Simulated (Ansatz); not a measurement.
# SnSe: response to strain, part 2 of 2

Aim: deform SnSe (zz strain of -2 %) and compute stress, forces and field gradients with LAPW, PAW and all-electron datasets made for the crystal.

Ansatz 0.2.0; DFT PBEsol; a database cell (COD). «Crystal datasets» are all-electron PAW datasets made for this crystal. Earlier steps stand in the parts before.

### 5 Datasets made for this crystal

Contents of input.yaml:

```yaml
crystal:
  lattice:
    - [0.0, 3.01, 2.9498]
    - [3.01, 0.0, 2.9498]
    - [3.01, 3.01, 0.0]
  atoms:
    - { symbol: Sn, position: [0.0, 0.0, 0.0] }
    - { symbol: Se, position: [0.5, 0.5, 0.5] }
kpoints:
  mp_grid: { grid: [7, 7, 7] }
scf:
  occupations: { method: fermi_dirac, width: 0.01 }
hamiltonian:
  xc: pbesol
  pseudopotentials: { kind: all_electron, datasets: crystal }
output:
  forces: true
  stress: true
  eigenvalues: true
  efg: { contact_densities: true }
```

The run is started by

```
$ ansatz run input.yaml --threads 1 --pin off --max-ram 3072MiB --backend cpu --events-out ev --progress --plain --runs-dir out
```

What it wrote:

```text
hamiltonian.pseudopotentials.datasets: crystal makes datasets for this crystal and solves the spheres of its atoms anew in each pass: cutoff 240.0 eV, the density's 960.0 eV; for an error of 0.50 meV an atom under PBE, 1.0 meV for the cell; an energy difference from a run of another recipe may be off by several times the error for the cell, under r2SCAN by more, where some 0.1 meV an atom stays at smaller errors; Se in spheres of 1.376 Å, 6 of its electrons in bands; Sn in spheres of 1.376 Å, 14 of its electrons in bands
Sn: output.efg is read without spin–orbit coupling, which moves field gradients at and beside such atoms by some per cent and up to a factor of two; PAW files take it under magnetization.noncollinear and magnetization.spin_orbit
Engine: ansatz 0.2.0
Pseudopotentials: kind: all_electron
Pseudopotential: Sn, paw, valence charge 14, recommended cutoff 240 eV (normal), Koelling and Harmon's equation, gaussian nucleus
Pseudopotential: Se, paw, valence charge 6, recommended cutoff 240 eV (normal), Koelling and Harmon's equation, gaussian nucleus
Functional definition: PBEsol
  exchange = pbesol_x
  correlation = pbesol_c
Crystal: 2 atoms, lattice volume = 53.451 Å³
Basis set: ecut = 240 eV, 459 PW (Γ), exchange–correlation on 48×48×48 points (8 copies of the dense FFT grid, shifted against one another)
Bands: 14, of which v1, the nominal top of the filled ones, is band 10 counted from 1 (9 counted from 0)
Symmetry: 16 space group operations
Space group: I4/mmm (ITA 139), of the structure as read, at distance tolerance 3.8e-5 Å
k-points: 40 of 343
Non-local potential: Sn, projectors of the file, l = 0: 1, l = 1: 1, l = 2: 2
Non-local potential: Se, projectors of the file, l = 0: 1, l = 1: 1
PAW form: soft (Blöchl's): semilocal exchange-correlation on the pseudo side does not see the compensation charge
PAW one-centre angular grid: Sn, 590 points (default); XC on its mesh's 1863 points in the sphere
PAW one-centre angular grid: Se, 110 points (default); XC on its mesh's 1903 points in the sphere
Initial density: superposition of atomic densities (neutral atoms: chi_scale 0, normalization atom)
Initial wavefunctions: pseudopotential atomic-orbital guess
Functional: x = pbesol(κ = 0.804, μ = 0.12345679012345678), c = pbesol(β = 0.046)
iter 1 solved again at ethr=2.82e-3 eV; its pass at ethr=1.00e-1 eV (dr2=5.64e-1 eV) is discarded
SCF iter   1: F=—  HF=-234096.879856 eV  |F-HF|=—  |Δ(HF+E_count)|=         —  Δρ=2.13e-2  dr2=5.66e-1  ethr=2.82e-3  ⟨swp⟩=3.3  Hψ=3081  notcnv=0
preconditioner: auto → none  [insulator: Δε(μ)=0.873 eV  Ē_g=17.107 eV  σ=0.010 eV  W_gap=1.00  n_scr=14 (ndim 8)  ℏωp=22.7 eV  f_vac=0.000  D(μ)=0.00/eV (n_scr^D=0)  ε∞_Penn≈2.8]
iter 2 solved again at ethr=2.79e-4 eV; its pass at ethr=2.82e-3 eV (dr2=5.58e-2 eV) is discarded
SCF iter   2: F=—  HF=-234096.722672 eV  |F-HF|=—  |Δ(HF+E_count)|=   1.57e-1  Δρ=9.33e-3  dr2=5.71e-2  ethr=2.79e-4  ⟨swp⟩=2.0  Hψ=2870  notcnv=0
SCF iter   3: F=—  HF=-234096.705810 eV  |F-HF|=—  |Δ(HF+E_count)|=   1.69e-2  Δρ=3.65e-3  dr2=6.25e-3  ethr=2.79e-4  ⟨swp⟩=3.0  Hψ=1381  notcnv=0
SCF iter   4: F=—  HF=-234096.704728 eV  |F-HF|=—  |Δ(HF+E_count)|=   1.08e-3  Δρ=5.88e-4  dr2=1.74e-4  ethr=3.12e-5  ⟨swp⟩=2.2  Hψ=1130  notcnv=0
SCF iter   5: F=—  HF=-234096.706331 eV  |F-HF|=—  |Δ(HF+E_count)|=   1.60e-3  Δρ=9.80e-5  dr2=5.85e-6  ethr=8.69e-7  ⟨swp⟩=3.0  Hψ=1352  notcnv=0  defer=1
SCF iter   6: F=—  HF=-234096.706330 eV  |F-HF|=—  |Δ(HF+E_count)|=   1.10e-6  Δρ=3.17e-5  dr2=5.35e-7  ethr=2.92e-8  ⟨swp⟩=3.0  Hψ=1293  notcnv=0  defer=1
SCF iter   7: F=—  HF=-234096.706330 eV  |F-HF|=—  |Δ(HF+E_count)|=   3.38e-7  Δρ=7.60e-6  dr2=2.52e-8  ethr=2.68e-9  ⟨swp⟩=3.0  Hψ=1020  notcnv=0  defer=1
SCF iter   8: F=-234096.706330 eV  HF=-234096.706330 eV  |F-HF|=1.02e-9  |Δ(HF+E_count)|=   9.49e-9  Δρ=1.23e-6  dr2=4.90e-10  ethr=1.26e-10  ⟨swp⟩=3.0  Hψ=1317  notcnv=0
SCF 1 converged in 8 iterations: F = -234096.706331 eV  dr2 = 4.90e-10
  Residual-converged pass: ⟨swp⟩=2.0  Hψ=739  notcnv=0  max |occ|·‖R‖ = 5.2e-6 eV (tolerance 5.3e-6 eV)  dr2=4.82e-10  dr2_onsite=3.25e-9  max |Δocc| = 5.4e-20
SCF converged after 8 iterations
Free energy (F): -234096.706331 eV
Harris-Foulkes:  -234096.706331 eV  (|F-HF|=1.02e-9)
Internal energy: -234096.706331 eV  (E = F + TS)
E sigma→0 (E₀):  -234096.706331 eV
Past the cutoff: the bands carry plane waves up to 1.75 times it, of which those up to 1.5 times it add -0.000243 eV an atom, each by itself; the spheres take 0.000463 eV an atom off the energy for waves past 1.75 times it
By the cutoff:   a pressure is off by up to 0.007 GPa (1.2 times the spheres' own share and the shells' term, over an atom's volume, and 0.004 GPa: a bound that held against runs at twice the plane waves)
Past the cutoffs: a stress includes 0.0016 GPa for waves and charges beyond them, in addition to the slope of what the spheres take
In the spheres:  the bands' charges fall short by 1.9e-7 e at most (sound up to 1e-3)
Fermi energy:    11.286887 eV
--- Per-component energies (eV) ---
  The terms above E_closure are by the made datasets' own strengths, without shells solved beside the bands.
--- Forces (eV/Å), atoms counted from 1 ---
  atom   1  Sn     0.00000000     0.00000000     0.00000000
  atom   2  Se    -0.00000000     0.00000000    -0.00000000
  max |Σ_I F_I| component: 1.58e-30 eV/Å
--- Stress (GPa, compression-positive) ---
       -1.697006       0.000000       0.000000
        0.000000      -1.697006      -0.000000
        0.000000       0.000000       0.920983
  P = ⅓ Tr σ = -0.8243 GPa (-8.243 kbar)
--- PAW observables at the nuclei: V_zz in 10²¹ V/m², potentials from the cell's mean, atoms counted from 1 ---
  atom   1  Sn V_zz =    -2.907437   η = 0.0000   by run symmetry: allowed
            electrostatic potential = -8169.657361 V   contact ρ = 1234597.087473 e/Å³
  atom   2  Se V_zz =    -0.382545   η = 0.0000   by run symmetry: allowed
            electrostatic potential = -4709.857913 V   contact ρ = 262474.964004 e/Å³
--- Band table (eV; the first three rows and the last of 40) ---
  k-point 0: bands = ["-10.5235", "-10.5221", "-10.5188", "-10.5188", "-10.5184", "-3.0327", "5.9458", "8.6123", "8.8150", "8.8150", "15.1901", "15.1901"]
  k-point 1: bands = ["-10.5246", "-10.5216", "-10.5195", "-10.5170", "-10.5165", "-2.8849", "5.1718", "8.7165", "8.8264", "9.3516", "14.1508", "14.2885"]
  k-point 2: bands = ["-10.5280", "-10.5249", "-10.5188", "-10.5118", "-10.5102", "-2.5014", "3.8713", "8.8445", "8.8807", "10.1852", "12.7501", "13.0227"]
  k-point 39: bands = ["-10.5497", "-10.5275", "-10.5163", "-10.5002", "-10.4994", "-1.7006", "4.4376", "5.4535", "7.3773", "7.7020", "14.1917", "15.6275"]
```

Run time: 4.3 s. Hardware: 1 thread of Arm Neoverse V2, shared host; peak memory 0.38 GiB.

In short: pressure -0.82 GPa; gap on the k mesh 0.62 eV (an odd mesh misses the zone boundary); Vzz Sn1 -2.91 (η = 0.00), Se2 -0.38 (η = 0.00) (10²¹ V/m²).

### 6 Side by side

Stress (GPa, compression positive):

```csv
method,xx,yy,zz,yz,xz,xy
LAPW,-1.70,-1.70,0.92,0.00,0.00,0.00
PAW,-1.70,-1.70,0.92,0.00,0.00,0.00
crystal datasets,-1.70,-1.70,0.92,0.00,0.00,0.00
```

| method | pressure (GPa) | gap on the k mesh (eV) | Vzz Sn1 (10²¹ V/m²) | Vzz Se2 (10²¹ V/m²) | SCF cycles, all passes |
| --- | --- | --- | --- | --- | --- |
| LAPW | -0.82 | 0.62 | – | – | 7 |
| PAW | -0.82 | 0.62 | -2.84 | -0.39 | 6 |
| crystal datasets | -0.82 | 0.62 | -2.91 | -0.38 | 8 |

### 7 Results

What follows sums up all 2 parts.

| quantity | value |
| --- | --- |
| pressure | LAPW -0.82, PAW -0.82, crystal datasets -0.82 GPa |
| largest shear or deviatoric stress (LAPW) | 1.75 GPa |

In words: The largest part of the stress beyond the pressure is 1.75 GPa in size, in the zz component; the atoms are carried along and not relaxed. No run of the undeformed cell stands beside it, so the pressure holds what the given cell had before the change. PAW: stress within 0.01 GPa of LAPW. Crystal datasets: stress within 0.01 GPa of LAPW.
